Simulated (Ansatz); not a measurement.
Consider Sb2Te3 in the Bi2Te3 type structure (space group R-3m, No. 166; a = 4.276 Å, c = 29.825 Å (hexagonal axes)).

All numbers come from Ansatz (an electronic-structure program) PBE-D3(BJ), scalar-relativistic without spin-orbit coupling.

For the base:

```
Property    Result
--------  --------
Pressure  0.00 GPa
```

It is then changed as follows: every lattice vector is stretched by 4.14 %, atoms relaxed at fixed cell.

What happens to the energy relative to the base?

The energy increases by 48 meV/atom.

What does the calculation give for the largest internal atomic displacement after the change?

The largest internal atomic displacement is 0.229 Å.

What happens to the pressure?

The pressure (mean of the normal stresses, compression positive) goes from zero to -3.15 GPa.

The cells carry an imposed strain or load. Whether these cells are dynamically stable was not tested.
